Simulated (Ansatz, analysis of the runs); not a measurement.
# Transmission past a defect: Rh wire along [110], 4 atoms a period, O placed on top of one Rh, part 4 of 4

Aim: how much does this defect scatter, and at which energies?

Ansatz 0.2.0; DFT PBE, plane waves, PAW; relaxation of a wire's period (the session's first sound run).

So far. Step 3 (The perfect wire): At the computed energy nearest the Fermi level there are 5 spin-up and 9 spin-down channels, and the thermal average gives 6.44 G₀. Step 4 (Relaxing the junction): The largest force component on a free atom ends at 0.055 eV/Å, under the limit of 0.06. O ends nearest to Rh at 1.71 Å. 2 atoms of the wire itself, hydrogen apart, moved by over 0.45 Å, up to 1.27 Å.

**5. The open system**

This step: DFT PBE, plane waves, PAW; transmission of a junction in a wire (Ansatz 0.2.0).

The cell is now read as a scatterer between two semi-infinite leads, named by two sites one period apart. The scattering states in its self-consistent potential are matched to the leads' states at each energy. One point across is taken, as for a wire in vacuum.

The input, input.yaml:

```yaml
crystal:
  lattice:
    - [8.715, 0.0, 0.0]
    - [0.0, 10.862, 0.0]
    - [0.0, 0.0, 22.6331580803]
  atoms:
    - { symbol: Rh, position: [0.407171458, 0.421838938, 0.0], spin: 0.37 }
    - { symbol: Rh, position: [0.661323502, 0.356016296, 0.055555556], spin: 0.38 }
    - { symbol: Rh, position: [0.592828542, 0.578191301, 0.055555556], spin: 0.37 }
    - { symbol: Rh, position: [0.338676498, 0.644013943, 0.0], spin: 0.38 }
    - { symbol: Rh, position: [0.407171458, 0.421838938, 0.111111111], spin: 0.37 }
    - { symbol: Rh, position: [0.661323502, 0.356016296, 0.166666667], spin: 0.38 }
    - { symbol: Rh, position: [0.592828542, 0.578191301, 0.166666667], spin: 0.37 }
    - { symbol: Rh, position: [0.338676498, 0.644013943, 0.111111111], spin: 0.38 }
    - { symbol: Rh, position: [0.407171458, 0.421838938, 0.222222222], spin: 0.37 }
    - { symbol: Rh, position: [0.661323502, 0.356016296, 0.277777778], spin: 0.38 }
    - { symbol: Rh, position: [0.592828542, 0.578191301, 0.277777778], spin: 0.37 }
    - { symbol: Rh, position: [0.338676498, 0.644013943, 0.222222222], spin: 0.38 }
    - { symbol: Rh, position: [0.407877452, 0.4223502887, 0.3345758772], spin: 0.46 }
    - { symbol: Rh, position: [0.647806194, 0.3502743405, 0.3913436826], spin: 0.65 }
    - { symbol: Rh, position: [0.5862318178, 0.577109085, 0.3941169892], spin: 0.55 }
    - { symbol: Rh, position: [0.342225943, 0.6444546737, 0.3337616851], spin: 0.29 }
    - { symbol: Rh, position: [0.3928107686, 0.4166953826, 0.4461990669], spin: 0.34 }
    - { symbol: Rh, position: [0.6420150105, 0.4699703607, 0.5004687086], spin: 0.28 }
    - { symbol: Rh, position: [0.5596745106, 0.6919410443, 0.5002318469], spin: 0.07 }
    - { symbol: Rh, position: [0.3194134711, 0.6354255623, 0.4444139352], spin: 0.17 }
    - { symbol: Rh, position: [0.391854087, 0.4169933764, 0.5547150011], spin: 0.34 }
    - { symbol: Rh, position: [0.646381305, 0.3498202503, 0.609041594], spin: 0.64 }
    - { symbol: Rh, position: [0.5846821121, 0.576921151, 0.606518969], spin: 0.54 }
    - { symbol: Rh, position: [0.3185145508, 0.6356884332, 0.55583014], spin: 0.17 }
    - { symbol: Rh, position: [0.407171458, 0.421838938, 0.666666667], spin: 0.37 }
    - { symbol: Rh, position: [0.661323502, 0.356016296, 0.722222222], spin: 0.38 }
    - { symbol: Rh, position: [0.592828542, 0.578191301, 0.722222222], spin: 0.37 }
    - { symbol: Rh, position: [0.338676498, 0.644013943, 0.666666667], spin: 0.38 }
    - { symbol: Rh, position: [0.407171458, 0.421838938, 0.777777778], spin: 0.37 }
    - { symbol: Rh, position: [0.661323502, 0.356016296, 0.833333333], spin: 0.38 }
    - { symbol: Rh, position: [0.592828542, 0.578191301, 0.833333333], spin: 0.37 }
    - { symbol: Rh, position: [0.338676498, 0.644013943, 0.777777778], spin: 0.38 }
    - { symbol: Rh, position: [0.407171458, 0.421838938, 0.888888889], spin: 0.37 }
    - { symbol: Rh, position: [0.661323502, 0.356016296, 0.944444444], spin: 0.38 }
    - { symbol: Rh, position: [0.592828542, 0.578191301, 0.944444444], spin: 0.37 }
    - { symbol: Rh, position: [0.338676498, 0.644013943, 0.888888889], spin: 0.38 }
    - { symbol: O, position: [0.6531163627, 0.8307630732, 0.5004421632] }
magnetization:
  spin_polarized: true
kpoints:
  mp_grid: { grid: [1, 1, 4] }
scf:
  occupations: { method: fermi_dirac, width: 0.05 }
hamiltonian:
  xc: pbe
output:
  transmission:
    e_range: [-1.26, 1.26]
    de: 0.035
    kmesh: [1, 1]
    reduced_basis: true
    leads: [[32, 0]]
  dos: { projected: true, e_range: [-4, 3] }
  write_potential: true
  write_density: true
  volumetric_format: npy
  elf: true
basis:
  ecutwfc: "350 eV"
```

Run with:

```bash
$ ansatz run input.yaml --threads 4 --pin off --max-ram 16384MiB --backend cpu --events-out ev --progress --plain --runs-dir out
```

Numbers of over 12 decimals in the logs are rounded to 6 here.

What it wrote:

```text
[...]
Crystal: 37 atoms, lattice volume = 2142.507 Å³
Basis set: ecut = 350 eV, 31903 PW (Γ)
Bands: 379, of which v1, the nominal top of the filled ones, is band 309 counted from 1 (308 counted from 0)
Symmetry: 1 space group operations
[...]
k-points: 3 of 4 (time reversal used)
[...]
Starting moments: Σ|m| = 13.5 μB on 36 of 37 sites
[...]
SCF iter   1: F=—  HF=-231029.696727 eV  |F-HF|=—  |Δ(HF+E_count)|=         —  Δρ=2.43e-2 (↑2.30e-2 ↓2.43e-2)  dr2=6.58e1  dr2_m=6.40e-1  M=13.581 μB ∫|m|=13.648 μB  β_m=0.30  ethr=3.10e-3  ⟨swp⟩=7.3  Hψ=9092  notcnv=0  defer=75
[...]
SCF iter  16: F=-231008.939027 eV  HF=-231008.939027 eV  |F-HF|=3.02e-8  |Δ(HF+E_count)|=   8.38e-9  Δρ=6.97e-7 (↑6.97e-7 ↓6.47e-7)  dr2=4.00e-8  dr2_m=3.23e-9  M=17.470 μB ∫|m|=18.016 μB  ethr=1.62e-11  ⟨swp⟩=13.8  Hψ=7660  notcnv=0
SCF 1 converged in 16 iterations: F = -231008.939027 eV  dr2 = 4.00e-8
[...]
transmission: 52 of 312 steps passed
transmission: 78 of 312 steps passed
[...]
transmission: 312 of 312 steps passed
WARN: The output density's exchange-correlation potential varies sharply where the density is thin. Do not read a vacuum level from v_tot or v_xc, or from such a field of the output density. On a cell that repeats whose density bears no net charge and no dipole along the vacuum's axis use v_es (v_loc + v_h of the components); under efield.dipole_correction with no amplitude use v_es + v_field, which holds any externa [...]
SCF converged after 16 iterations
Magnetization: 17.4697 μB (317.7349 up, 300.2651 down)
Absolute magnetization: 18.0028 μB (∫|ρ↑−ρ↓|, with the PAW one-centre terms)
[...]
Per-site moments (μB) at R_I (Å): [(0.367815, 1.025473), (0.432791, 1.025473), (0.416575, 1.025473), (0.466216, 1.025473), (0.367704, 1.025473), (0.393275, 1.025473), (0.318610, 1.025473), (0.450572, 1.025473), (0.375529, 1.025473), (0.560073, 1.025473), (0.486351, 1.025473), (0.402408, 1.025473), (0.499691, 1.022787), (0.746095, 1.040498), (0.644181, 1.040498), (0.309633, 1.022787), (0.457676, 1.013131), (0.420609,  [...]
Free energy (F): -231008.939027 eV
[...]
Internal energy: -231008.278269 eV  (E = F + TS)
E sigma→0 (E₀):  -231008.608648 eV
Entropy (-TS):   -0.660757 eV (-17.858 meV/atom)
Fermi energy:    1.624526 eV
[...]
--- Band table (eV; the first three rows and the last of 6) ---
  k-point 0 ↑: bands = [... 305 lower, 1.3000, 1.3103, 1.3345, 1.3382, 1.3644, 1.3723, 1.3923, 1.4034, ... 66 higher]
  k-point 1 ↑: bands = [... 305 lower, 1.2803, 1.2928, 1.3173, 1.3287, 1.3453, 1.3709, 1.3938, 1.4217, ... 66 higher]
  k-point 2 ↑: bands = [... 305 lower, 1.2759, 1.2855, 1.3029, 1.3346, 1.3471, 1.3566, 1.3983, 1.4174, ... 66 higher]
  k-point 2 ↓: bands = [... 305 lower, 1.7473, 1.7517, 1.7555, 1.7862, 1.7869, 1.8171, 1.8240, 1.8615, ... 66 higher]
--- Transmission ---
  basis      : 699 plane waves across, 26 finite elements along
  points     : 1, standing for a mesh of 1 x 1
[...]
crystal 0  : Rh4, at the sites [32, 0], period 2.5148 Å, over 15.09 Å; its Hamiltonian steps by up to 23.6 meV
[...]
filled         : 5.1 meV under the level at which it is neutral
    channels       : 5.000000e0 up, 9.000000e0 down
[...]
junction   : crystal 0 to crystal 0, 0.63 to 20.75 Å
    transmission   : 2.549258e0 up, 4.617172e0 down
    error estimate : 8.228487e-4 up, 6.182687e-4 down from the reduction of the transverse basis, at the most 4.026016e-2 at 0.175000 eV
    conductance    : 2.6835e14 S/m² at 300 K (2.6634e14 on every other energy)
    error estimate : 0.7 % from the energy spacing and 21.2 % from band edges of the leads and from resonances (wavevectors taken as independent; lower de), 0.1 % from the reduction of the transverse basis, 17.2 % from the steps of its leads' Hamiltonians or their offsets (lay more layers), 0.1 % from the distance to neutral
    resistance     : 1.7687e-3 Ω µm² beyond half of each lead's own
```

It took 16 min on 4 threads of Arm Neoverse V2, shared host; peak memory 9.5 GiB.

Numbers from this step:

```yaml
energy_at_zero_smearing: -231008.6086 eV
total_moment: 17.47 μB
absolute_moment: 18.00 μB
transmission_at_the_energy_nearest_the_fermi_level_spin_up: 2.549
transmission_at_the_energy_nearest_the_fermi_level_spin_down: 4.617
step_of_the_lead_s_hamiltonian: 23.6 meV
conductance_of_the_junction: 3.279 G₀
```

The transmission by energy, zero at the Fermi level:

```csv
energy (eV),spin up,spin down
-1.26,3.37,2.98
-1.19,2.86,3.83
-1.08,4.72,4.58
-1.01,5.04,4.71
-0.91,4.73,3.48
-0.88,5.26,3.93
-0.84,5.18,3.96
-0.73,4.86,4.82
-0.70,5.43,4.89
-0.67,5.24,4.80
-0.56,4.89,5.20
-0.49,4.69,4.91
-0.46,5.57,4.28
-0.39,4.64,4.72
-0.32,2.62,4.89
-0.21,3.20,5.20
-0.14,2.70,5.21
-0.04,2.24,4.04
0.00,2.55,4.62
0.04,2.48,3.66
0.14,2.62,3.49
0.21,3.96,3.18
0.32,4.19,2.47
0.39,3.52,2.91
0.49,3.45,3.02
0.56,2.93,3.72
0.67,3.42,3.82
0.73,3.30,3.81
0.84,3.05,3.36
0.91,3.02,3.03
1.01,2.91,3.45
1.08,1.98,3.05
1.19,2.48,2.99
1.26,2.51,2.89
```

The open channels of the lead by energy, zero at the Fermi level:

```csv
energy (eV),spin up,spin down
-1.26,7,8
-1.19,7,8
-1.08,8,10
-1.01,8,10
-0.91,10,5
-0.84,10,7
-0.73,9,8
-0.67,9,8
-0.56,9,10
-0.49,9,10
-0.39,8,9
-0.32,6,9
-0.21,7,9
-0.14,5,10
-0.04,5,8
0.00,5,9
0.04,4,7
0.14,4,5
0.21,6,7
0.32,8,5
0.39,6,6
0.49,6,5
0.56,5,6
0.67,6,6
0.73,6,6
0.84,5,5
0.91,5,5
1.01,4,6
1.08,3,5
1.19,4,5
1.26,4,5
```

Projected DOS an atom over height of the atomic layer and energy from the Fermi level.  broadened by a Gaussian of 0.15 eV, since few k-points sample the long cell.

Values in states/eV, 12 rows by 16 columns, each cell a mean:
```
0.64 0.64 0.59 0.59 0.59 0.58 0.53 0.52 0.40 0.52 0.54 0.58 0.61 0.59 0.60 0.64
1.05 1.08 1.08 1.09 1.09 1.05 0.96 0.99 0.87 0.98 0.97 1.06 1.09 1.09 1.07 1.08
1.80 1.78 1.80 1.80 1.84 1.86 1.94 1.97 1.70 1.96 1.92 1.85 1.82 1.79 1.80 1.78
2.39 2.39 2.37 2.38 2.37 2.29 2.43 2.12 1.42 2.18 2.42 2.32 2.37 2.38 2.36 2.39
2.46 2.44 2.44 2.46 2.49 2.49 2.73 2.09 1.11 2.17 2.69 2.49 2.48 2.46 2.44 2.44
2.19 2.22 2.25 2.21 2.14 2.20 2.35 1.85 1.01 1.92 2.33 2.19 2.13 2.22 2.26 2.21
1.74 1.74 1.73 1.73 1.75 1.67 1.72 1.66 1.35 1.68 1.71 1.68 1.74 1.73 1.74 1.74
1.52 1.53 1.53 1.57 1.62 1.56 1.57 1.73 1.34 1.71 1.56 1.57 1.59 1.55 1.52 1.53
1.72 1.68 1.64 1.67 1.69 1.65 1.61 1.75 1.35 1.74 1.63 1.67 1.69 1.66 1.66 1.69
1.38 1.42 1.40 1.39 1.46 1.48 1.54 1.68 1.14 1.65 1.51 1.46 1.44 1.37 1.41 1.42
1.52 1.53 1.56 1.56 1.60 1.53 1.40 1.73 1.42 1.69 1.41 1.55 1.62 1.57 1.55 1.52
1.33 1.27 1.23 1.20 1.23 1.33 1.31 1.88 1.42 1.80 1.31 1.30 1.22 1.21 1.24 1.28
```
Columns: height of the atomic layer (Å) from 0 to 21.4 (not evenly spaced); rows upwards: energy from the Fermi level (eV) from -3.98 to 1.47.

Site moment by element, in μB:

```csv
element,atoms,mean,spread (r.m.s.),least,largest
Rh,36,0.430,0.128,0.101,0.746
O,1,0.037,0.000,0.037,0.037
```

The atoms farthest from the mean of their element:

```csv
atom,"x, y, z (Å)",site moment (μB)
Rh19,"4.88, 7.52, 11.32",0.101
Rh14,"5.65, 3.80, 8.86",0.746
Rh22,"5.63, 3.80, 13.78",0.733
Rh15,"5.11, 6.27, 8.92",0.644
Rh23,"5.10, 6.27, 13.73",0.632
Rh20,"2.78, 6.90, 10.06",0.231
Rh24,"2.78, 6.90, 12.58",0.232
Rh10,"5.76, 3.87, 6.29",0.560
```

Spin density in the cb plane at fractional x = 0.642, with atoms of Rh and O within 0.2 Å of it.

Ten even steps from '0' (0.00 e/Å³) to '9' (0.51 e/Å³), each cell a mean:
```
00000000000000000000000000000000000000000000
00000000000000000000000000000000000000000000
00000000000000000000000000000000000000000000
00000000000000000000010100000000000000000000
00000000000000000000000000000000000000000000
00000000000000000000000000000000000000000000
00000000000000000000000000000000000000000000
00000000000000000000000000000000000000000000
00000000110000111100000000011110000110000000
13200002431000244300000000024420001352000023
11210002331000232200001000012320001332000121
00000000110000011000023210001110000110000000
00000000000000000000245520000000000000000000
01100001210000122000123210001210000121000011
14310003641000498300001000028951001363000024
14310002741001395200000000014931001372000035
12110002321001475200000000025741001232000012
00000000000000122100000000012210000000000000
00000000000000000000000000000000000000000000
00000000000000000000000000000000000000000000
00000000000000000000000000000000000000000000
00000000000000000000000000000000000000000000
00000000000000000000000000000000000000000000
00000000000000000000000000000000000000000000
```
Columns run along c (16.0 Å, from fractional 0.15 to 0.85 of the cell), rows up along b (10.9 Å). Atoms in or near the plane, at fractional coordinates: Rh at (0.17, 0.36), Rh at (0.28, 0.36), Rh at (0.39, 0.35), Rh at (0.50, 0.47), Rh at (0.61, 0.35), Rh at (0.72, 0.36), Rh at (0.83, 0.36), O at (0.50, 0.83).

Valence density in the cb plane at fractional x = 0.642, with atoms of Rh and O within 0.2 Å of it. It is the smooth field of the valence electrons, not physical close to the nuclei.

Values in units of 1e0 e/Å³, 13 rows by 16 columns, each cell a mean:
```
0.0 0.0 0.0 0.0 0.0 0.0 0.0 0.0 0.1 0.0 0.0 0.0 0.0 0.0 0.0 0.0
0.0 0.0 0.0 0.0 0.0 0.0 0.0 0.9 2.1 0.1 0.0 0.0 0.0 0.0 0.0 0.0
0.0 0.0 0.0 0.0 0.0 0.0 0.0 1.2 2.9 0.1 0.0 0.0 0.0 0.0 0.0 0.0
0.1 0.0 0.1 0.1 0.0 0.1 0.1 0.7 1.4 0.1 0.1 0.0 0.0 0.1 0.0 0.1
1.7 0.6 0.8 1.5 0.2 1.2 0.7 0.6 1.0 0.3 1.4 0.4 0.7 1.5 0.3 1.7
5.2 1.6 2.2 4.7 0.4 4.0 1.9 0.5 0.8 0.5 4.5 1.0 2.2 4.7 0.6 5.2
0.9 0.4 0.5 0.8 0.2 0.7 0.5 3.4 7.4 0.5 0.8 0.3 0.5 0.8 0.2 0.9
3.6 1.1 1.6 3.2 0.4 3.0 1.3 1.7 3.7 0.5 3.2 1.0 1.5 3.2 0.4 3.6
7.8 2.3 3.3 7.0 0.7 8.3 3.2 0.2 0.1 0.7 9.0 2.4 3.2 7.0 0.7 7.8
0.7 0.3 0.4 0.6 0.2 0.9 0.4 0.0 0.0 0.1 1.0 0.3 0.4 0.6 0.2 0.7
0.0 0.0 0.0 0.0 0.0 0.0 0.0 0.0 0.0 0.0 0.0 0.0 0.0 0.0 0.0 0.0
0.0 0.0 0.0 0.0 0.0 0.0 0.0 0.0 0.0 0.0 0.0 0.0 0.0 0.0 0.0 0.0
0.0 0.0 0.0 0.0 0.0 0.0 0.0 0.0 0.0 0.0 0.0 0.0 0.0 0.0 0.0 0.0
```
Columns run along c (16.0 Å, from fractional 0.15 to 0.85 of the cell), rows up along b (10.9 Å). Atoms in or near the plane, at fractional coordinates: Rh at (0.17, 0.36), Rh at (0.28, 0.36), Rh at (0.39, 0.35), Rh at (0.50, 0.47), Rh at (0.61, 0.35), Rh at (0.72, 0.36), Rh at (0.83, 0.36), O at (0.50, 0.83).

ELF in the cb plane at fractional x = 0.642, with atoms of Rh and O within 0.2 Å of it. It is the smooth field of the valence electrons, not physical close to the nuclei.

Ten even steps from '0' (0.00) to '9' (0.84), each cell a mean:
```
00000000000000000000122210000000000000000000
00000000000000000002467652000000000000000000
00000000000000000014899985100000000000000000
00000000000000000015997896200000000000000000
00000000000000000014887885100000000000000000
00001110000010000012355542100000110000111000
11112211111121111121234421211111211111122111
22222322222232222222356532222222322222232222
45533334653333355323334433235543333564333356
68853346885333677522333333257763335787433588
68753336875233577532234322257763335786333578
34432223443222344322478752234432223443222344
33322223332222333332589862333332222333222233
34432223443222344322478752234432223444222345
78863237886224788622234322258874225887423688
79873248986334899732221222368985336898423689
57753336775333687632211122357874334776333577
22223322222332233221110111223322332222233222
11112321111221111111000001111111221111232111
00001110001111000000000000000001111000111100
00000000000000000000000000000000000000000000
00000000000000000000000000000000000000000000
00000000000000000000000000000000000000000000
00000000000000000000000000000000000000000000
```
Columns run along c (16.0 Å, from fractional 0.15 to 0.85 of the cell), rows up along b (10.9 Å). Atoms in or near the plane, at fractional coordinates: Rh at (0.17, 0.36), Rh at (0.28, 0.36), Rh at (0.39, 0.35), Rh at (0.50, 0.47), Rh at (0.61, 0.35), Rh at (0.72, 0.36), Rh at (0.83, 0.36), O at (0.50, 0.83).

By hand: the program gives 2.6835 × 10^14 S/m² over the cell's cross-section of 94.66 Å² = 9.466 × 10^-19 m², so one cell conducts 2.540 × 10^-4 S. Divided by G0 = 2e²/h = 7.748 × 10^-5 S this is 3.28 G0, a resistance of 3.94 kΩ.

The conductance is 3.28 G₀, with 5 spin-up and 9 spin-down channels open in the lead. The lead's Hamiltonian steps by 23.6 meV, which the program lets pass, though it counts in the error estimate. The largest term of the program's error estimate is 21 %.

**6. Conductance and thermopower from T(E)**

This step: Landauer integrals over the computed T(E), interpolated linearly between its energies (analysis of the runs above).

Conductance and thermopower are moments of T(E) over the thermal window; sliding the window along E stands for a gate that leaves T(E) rigid.

Numbers from this step:

| Property | Result |
| --- | --- |
| conductance at 300 K, interpolated from T(E) | 3.281 G₀ |
| thermopower at 300 K | 0.6862 μV/K |
| Lorenz number over L0 | 0.9967 |
| spin polarisation of the transmission | -28.86 % |

T(E) held rigid; rough near sharp steps of T(E). The conductance at 300 K by shift of the leads' level:

shift of the leads' level (eV), conductance at 300 K (G₀) and a bar from the least value:
```
   -0.900       4.26 ##################
   -0.800       4.41 #####################
   -0.750       4.63 ########################
   -0.650       5.00 ##############################
   -0.550       4.96 #############################
   -0.450       4.86 ############################
   -0.400       4.65 #########################
   -0.300       4.19 #################
   -0.200       4.12 ################
   -0.150       3.83 ############
   -0.050       3.26 ###
    0.050       3.24 ##
    0.150       3.33 ####
    0.200       3.35 ####
    0.300       3.09 
    0.400       3.21 ##
    0.450       3.22 ##
    0.550       3.36 ####
    0.650       3.53 #######
    0.750       3.48 ######
    0.800       3.34 ####
    0.900       3.09
```

T(E) held rigid; rough near sharp steps of T(E). Thermopower at 300 K against shift of the leads' level:

```csv
shift of the leads' level (eV),thermopower at 300 K (μV/K)
-0.900,-5.41
-0.850,-2.08
-0.800,-3.07
-0.750,-8.93
-0.700,-5.29
-0.650,-0.518
-0.600,0.344
-0.550,1.17
-0.500,1.72
-0.450,3.25
-0.400,9.69
-0.350,8.74
-0.300,-1.69
-0.250,1.51
-0.200,8.38
-0.150,12.8
-0.100,12.8
-0.050,2.82
0.000,0.686
0.050,0.896
0.100,-1.70
0.150,-3.14
0.200,5.21
0.250,7.11
0.300,-3.72
0.350,-2.30
0.400,-0.155
0.450,-2.39
0.500,-3.67
0.550,-0.755
0.600,-4.19
0.650,-3.65
0.700,1.27
0.750,4.82
0.800,6.42
0.850,5.95
0.900,1.67
```

The two levels move by half the bias each and T(E) is held rigid. Table of current from the zero-bias T(E) by bias:

```csv
bias (V),current from the zero-bias T(E) (μA)
0.000,0
0.100,25.3
0.200,50.7
0.300,77.5
0.400,106
0.500,135
0.600,163
0.700,192
0.800,221
0.900,252
1.000,284
1.100,316
1.200,348
1.300,381
1.400,414
1.500,446
1.600,477
1.700,507
1.800,536
1.900,564
```

By hand, Mott's formula: S = −(π²k²T/3e) d ln T/dE, and π²k²T/3e = 7.33 μV/K × eV at 300 K. The computed T is 6.12 at -0.070 eV and 6.42 at +0.070 eV (both spins added), so d ln T/dE ≈ 0.353 per eV and S ≈ -2.59 μV/K, against 0.686 from the integrals. The signs differ: ln T is not straight over the thermal window, so the sign is not firm.

The thermopower is 0.686 μV/K. The Lorenz ratio is 1.00, where the Wiedemann-Franz law gives 1. Moving the level by up to 0.1 eV either way gives -1.7 to 13 μV/K.

**7. Outcome**

| Quantity | Value |
| --- | --- |
| conductance of the perfect wire | 6.44 G₀ |
| conductance, O placed on top of one Rh | 3.28 G₀ |
| thermopower, O placed on top of one Rh | 0.686 μV/K |
| spin polarisation of T at the Fermi level, O placed on top of one Rh | -28.9 % |

What this shows: Summed over the computed window, 55 % of the lead's open channels pass the defect; the conductance at 300 K is 3.28 G₀. With O placed on top of one Rh, 51 % of the conductance of that run's own lead (6.37 G₀) is left. Transport is coherent and elastic here: the atoms are frozen, so scattering by vibrations plays no part. In the perfect wire the moments were started parallel, and no opposed start was run. With O placed on top of one Rh several atoms of the wire itself moved far in the relaxation, so the changed stretch between the held leads may scatter as well as the defect. Adsorbates are named by the site where they were placed; the distances after each relaxation show where they ended. The free region is short: held atoms still bear up to 0.5 eV/Å after a relaxation. No search over magnetic orders was made; another may lie lower. One term of the program's error estimate for a conductance, of a junction or of the perfect wire, reaches 21 % in this session. The adsorbed O moved by 1.9 Å in the relaxation, so the site named is where it was put. A cutoff under the files' recommended one was taken to save time; its effect on T(E) was not tested here.

[Logs are printed without paths, hosts, clocks, repeated set-up lines and the standing remarks that a program may print on its own settings, such as how far it seeks lower states.]

[Hosts, paths, dates, database ids (printed as entryN), source tags and the programs' standing remarks are cut or masked in the printed files.]
